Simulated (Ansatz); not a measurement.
# Structures of SnO: which is lowest?

Plane-wave DFT in Ansatz with scalar-relativistic PAW potentials, cutoff 420 eV, Γ-centred meshes chosen by cell and gap, Gaussian smearing with energies taken to zero width. Every cell was relaxed (cell and atoms) in a run of its own, within the symmetry of its start. Functional: PBE.

Relaxed structures (starts from databases or built by putting these elements on another compound's sites):
A. P4/nmm, 4 atoms in the computed cell, a = 3.868 Å, c = 5.078 Å; sites (symmetry × multiplicity) Sn 4mm × 2, O -4m2 × 2; start: database
B. P-62m, 6 atoms in the computed cell, a = 6.033 Å, c = 3.297 Å; sites (symmetry × multiplicity) Sn -6.. × 2 + -62m × 1, O m2m × 3; start: built
C. P6_3mc, 4 atoms in the computed cell, a = 3.361 Å, c = 9.166 Å; sites (symmetry × multiplicity) Sn 3m. × 2, O 3m. × 2; start: built
D. Pmma, 4 atoms in the computed cell, a = 5.936 Å, b = 3.303 Å, c = 3.815 Å; sites (symmetry × multiplicity) Sn mm2 × 2, O mm2 × 2; start: built
E. Fm-3m, 2 atoms in the computed cell, a = 5.118 Å; sites (symmetry × multiplicity) Sn m-3m × 4, O m-3m × 4; start: built

Question: Rank them by energy. Could pressure change the order?

Answer:
| structure | group | E − E(lowest) (meV/atom) | V (Å³/atom) | gap on mesh (eV) |
| --- | --- | --- | --- | --- |
| A | P4/nmm | 0.0 | 18.99 | 0.51 |
| C | P6_3mc | 312 | 22.41 | 1.46 |
| D | Pmma | 408 | 18.70 | 0.00 |
| B | P-62m | 434 | 17.32 | 0.00 |
| E | Fm-3m | 451 | 16.76 | 0.69 |

A is lowest, 312 meV/atom under C. E is denser by 2.23 Å³/atom, so pressure favours it: ΔE/ΔV, with ΔE in eV and 1 eV/Å³ = 160.2 GPa, gives about 32 GPa for equal enthalpy if both cells were rigid; at such pressures compression changes ΔV much, so this is a scale only. Without a dispersion term the weakly bound lowest cell is too large, so ΔV and this pressure are artefacts in part: a slight pressure closes the gap between layers first. Other structures may lie lower than all of these, and vibrations aren't counted.